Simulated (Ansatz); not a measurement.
This is a relaxation of cell and atoms with Ansatz on wurtzite ZnO; the level of theory is PBE. The starting cell was estimated from covalent radii.

```yaml
crystal:
  lattice:
    - [2.8069519459, 0.0, 0.0]
    - [-1.403475973, 2.4308916924, 0.0]
    - [0.0, 0.0, 4.5837525277]
  atoms:
    - { symbol: Zn, position: [0.3333333333, 0.6666666667, 0.0] }
    - { symbol: Zn, position: [0.6666666667, 0.3333333333, 0.5] }
    - { symbol: O, position: [0.3333333333, 0.6666666667, 0.375] }
    - { symbol: O, position: [0.6666666667, 0.3333333333, 0.875] }
kpoints:
  mp_grid: { grid: [12, 12, 6] }
hamiltonian:
  xc: pbe
scf:
  occupations: { method: fermi_dirac, width: 0.02 }
relax:
  f_tol: 0.005
  cell: {}
```

The trajectory has 14 recorded frames, each with fractional positions and then forces in eV/Å along x, y and z. The last, and any step after a large change of cell, is solved on a basis re-selected at its cell; pressure is positive in compression.

Step 1: energy 0.0 meV/atom from step 1, largest force component 0.119 eV/Å, pressure +160.91 GPa; a = 2.807 Å, b = 2.807 Å, c = 4.584 Å, α = 90.00°, β = 90.00°, γ = 120.00°
```
Zn 0.3333 0.6667 0.0000     0.000   0.000   0.119
Zn 0.6667 0.3333 0.5000     0.000   0.000   0.119
O  0.3333 0.6667 0.3750     0.000   0.000  -0.119
O  0.6667 0.3333 0.8750     0.000   0.000  -0.119
```

Step 2: energy -852.6 meV/atom from step 1, largest force component 0.046 eV/Å, pressure +79.42 GPa; a = 2.941 Å, b = 2.941 Å, c = 4.807 Å, α = 90.00°, β = 90.00°, γ = 120.00°
```
Zn 0.3333 0.6667 0.0001     0.000   0.000   0.046
Zn 0.6667 0.3333 0.5001     0.000   0.000   0.046
O  0.3333 0.6667 0.3749     0.000   0.000  -0.046
O  0.6667 0.3333 0.8749     0.000   0.000  -0.046
```

Step 3: energy -1263.9 meV/atom from step 1, largest force component 0.016 eV/Å, pressure +29.27 GPa; a = 3.075 Å, b = 3.075 Å, c = 5.023 Å, α = 90.00°, β = 90.00°, γ = 120.00°
```
Zn 0.3333 0.6667 0.0001     0.000   0.000  -0.016
Zn 0.6667 0.3333 0.5001     0.000   0.000  -0.016
O  0.3333 0.6667 0.3749     0.000   0.000   0.016
O  0.6667 0.3333 0.8749     0.000   0.000   0.016
```

Step 4: energy -1356.8 meV/atom from step 1, largest force component 0.042 eV/Å, pressure +5.13 GPa; a = 3.169 Å, b = 3.169 Å, c = 5.159 Å, α = 90.00°, β = 90.00°, γ = 120.00°
```
Zn 0.3333 0.6667 0.9997     0.000   0.000  -0.042
Zn 0.6667 0.3333 0.4997     0.000   0.000  -0.042
O  0.3333 0.6667 0.3753     0.000   0.000   0.042
O  0.6667 0.3333 0.8753     0.000   0.000   0.042
```

Question: Estimate where the relaxation ends.

Answer:
Step 5: energy -1359.7 meV/atom from step 1, largest force component 0.040 eV/Å, pressure +0.29 GPa; a = 3.191 Å, b = 3.191 Å, c = 5.186 Å, α = 90.00°, β = 90.00°, γ = 120.00°
```
Zn 0.3333 0.6667 0.9994     0.000   0.000  -0.040
Zn 0.6667 0.3333 0.4994     0.000   0.000  -0.040
O  0.3333 0.6667 0.3756     0.000   0.000   0.040
O  0.6667 0.3333 0.8756     0.000   0.000   0.040
```

Step 6: energy -1359.7 meV/atom from step 1, largest force component 0.033 eV/Å, pressure -0.02 GPa; a = 3.193 Å, b = 3.193 Å, c = 5.187 Å, α = 90.00°, β = 90.00°, γ = 120.00°
```
Zn 0.3333 0.6667 0.9993     0.000   0.000  -0.033
Zn 0.6667 0.3333 0.4993     0.000   0.000  -0.033
O  0.3333 0.6667 0.3757     0.000   0.000   0.033
O  0.6667 0.3333 0.8757     0.000   0.000   0.033
```

Step 7: energy -1359.7 meV/atom from step 1, largest force component 0.001 eV/Å, pressure 0.00 GPa; a = 3.194 Å, b = 3.194 Å, c = 5.182 Å, α = 90.00°, β = 90.00°, γ = 120.00°
```
Zn 0.3333 0.6667 0.9987     0.000   0.000  -0.001
Zn 0.6667 0.3333 0.4987     0.000   0.000  -0.001
O  0.3333 0.6667 0.3763     0.000   0.000   0.001
O  0.6667 0.3333 0.8763     0.000   0.000   0.001
```

Step 8: energy -1468.9 meV/atom from step 1, largest force component 0.001 eV/Å, pressure +11.20 GPa; a = 3.194 Å, b = 3.194 Å, c = 5.182 Å, α = 90.00°, β = 90.00°, γ = 120.00°
```
Zn 0.3333 0.6667 0.9987     0.000   0.000   0.001
Zn 0.6667 0.3333 0.4987     0.000   0.000   0.001
O  0.3333 0.6667 0.3763     0.000   0.000  -0.001
O  0.6667 0.3333 0.8763     0.000   0.000  -0.001
```

Step 9: energy -1491.2 meV/atom from step 1, largest force component 0.008 eV/Å, pressure +3.25 GPa; a = 3.251 Å, b = 3.251 Å, c = 5.258 Å, α = 90.00°, β = 90.00°, γ = 120.00°
```
Zn 0.3333 0.6667 0.9984     0.000   0.000  -0.008
Zn 0.6667 0.3333 0.4984     0.000   0.000  -0.008
O  0.3333 0.6667 0.3766     0.000   0.000   0.008
O  0.6667 0.3333 0.8766     0.000   0.000   0.008
```

Step 10: energy -1491.9 meV/atom from step 1, largest force component 0.002 eV/Å, pressure -0.22 GPa; a = 3.280 Å, b = 3.280 Å, c = 5.294 Å, α = 90.00°, β = 90.00°, γ = 120.00°
```
Zn 0.3333 0.6667 0.9980     0.000   0.000  -0.002
Zn 0.6667 0.3333 0.4980     0.000   0.000  -0.002
O  0.3333 0.6667 0.3770     0.000   0.000   0.002
O  0.6667 0.3333 0.8770     0.000   0.000   0.002
```

Step 11: energy -1492.0 meV/atom from step 1, largest force component 0.001 eV/Å, pressure -0.01 GPa; a = 3.278 Å, b = 3.278 Å, c = 5.294 Å, α = 90.00°, β = 90.00°, γ = 120.00°
```
Zn 0.3333 0.6667 0.9980     0.000   0.000  -0.001
Zn 0.6667 0.3333 0.4980     0.000   0.000  -0.001
O  0.3333 0.6667 0.3770     0.000   0.000   0.001
O  0.6667 0.3333 0.8770     0.000   0.000   0.001
```

Step 12: energy -1497.6 meV/atom from step 1, largest force component 0.000 eV/Å, pressure +0.13 GPa; a = 3.278 Å, b = 3.278 Å, c = 5.294 Å, α = 90.00°, β = 90.00°, γ = 120.00°
```
Zn 0.3333 0.6667 0.9980     0.000   0.000   0.000
Zn 0.6667 0.3333 0.4980     0.000   0.000   0.000
O  0.3333 0.6667 0.3770     0.000   0.000   0.000
O  0.6667 0.3333 0.8770     0.000   0.000   0.000
```

Step 13: energy -1497.6 meV/atom from step 1, largest force component 0.000 eV/Å, pressure 0.00 GPa; a = 3.279 Å, b = 3.279 Å, c = 5.294 Å, α = 90.00°, β = 90.00°, γ = 120.00°
```
Zn 0.3333 0.6667 0.9980     0.000   0.000   0.000
Zn 0.6667 0.3333 0.4980     0.000   0.000   0.000
O  0.3333 0.6667 0.3770     0.000   0.000   0.000
O  0.6667 0.3333 0.8770     0.000   0.000   0.000
```

Step 14: energy -1497.6 meV/atom from step 1, largest force component 0.000 eV/Å, pressure 0.00 GPa; a = 3.279 Å, b = 3.279 Å, c = 5.294 Å, α = 90.00°, β = 90.00°, γ = 120.00°
```
Zn 0.3333 0.6667 0.9980     0.000   0.000   0.000
Zn 0.6667 0.3333 0.4980     0.000   0.000   0.000
O  0.3333 0.6667 0.3770     0.000   0.000   0.000
O  0.6667 0.3333 0.8770     0.000   0.000   0.000
```

In 11 steps the volume changed by +57.6 %; between the first SCF and the last, each on a basis chosen for its cell, the energy fell by 1498 meV an atom. At the end: space group P6_3mc (No. 186), hexagonal; a = 3.279 Å, c = 5.294 Å in the conventional setting, 12.33 Å³ an atom. Zn has 4 O at 2.00–2.01 Å; O has 4 Zn at 2.00–2.01 Å.

Run as `ansatz run input.yaml --threads 2 --pin off --max-ram 2211MiB --backend cpu --events-out ev --progress --plain --runs-dir out`. Wall time 79 s on 2 threads of Arm Neoverse N1, with other jobs on the host, load about 0.9 per core; peak host memory 0.4 GiB.

No spin polarisation and no zero-point or thermal motion.
